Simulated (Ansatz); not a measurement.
## CdS, one cell by several methods

```
CELL_PARAMETERS angstrom
0.02943 2.95767 2.95767
2.95767 0.02943 2.95767
2.95767 2.95767 0.02943
ATOMIC_POSITIONS crystal
Cd 0.00000 0.00000 0.00000
S 0.75000 0.75000 0.75000
```

Atoms are numbered in the order listed.

Structure from Materials Project entry mp-2469 (possibly hypothetical), not relaxed further. The listed cell was then made from it by scaling, straining or moving an atom.

Levels of theory: DFT, PBE, PAW with Ansatz's default frozen-core files, scalar-relativistic (Ansatz 0.2.0); DFT, PBE, all-electron LAPW, scalar-relativistic (Ansatz 0.2.0).

For PAW: a Γ-centred 7×7×7 k mesh, Fermi–Dirac smearing of 0.02 eV, cutoff 420 eV, no spin polarisation. LAPW targets a basis error of 0.5 meV/atom. The Ansatz runs share mesh, smearing and spin set-up. Plane-wave (PAW) pressures include the program's estimate of the Pulay term.

Stress and pressure are positive in compression.

The change that made this cell: equal xy, yz and zx engineering shear strains of +1 %.

PAW results:

| quantity | PAW |
| --- | --- |
| pressure (GPa) | 1.19 |
| stress yz (GPa) | -0.48 |
| stress xz (GPa) | -0.48 |
| stress xy (GPa) | -0.48 |
| force on Cd1, y (eV/Å) | -0.056 |
| force on S2, y (eV/Å) | 0.056 |
| band gap (eV) | 1.072 |

What does full-potential LAPW give for the same quantities?


| quantity | LAPW |
| --- | --- |
| pressure (GPa) | 1.22 |
| stress yz (GPa) | -0.48 |
| stress xz (GPa) | -0.48 |
| stress xy (GPa) | -0.48 |
| force on Cd1, y (eV/Å) | -0.056 |
| force on S2, y (eV/Å) | 0.056 |
| band gap (eV) | 1.072 |
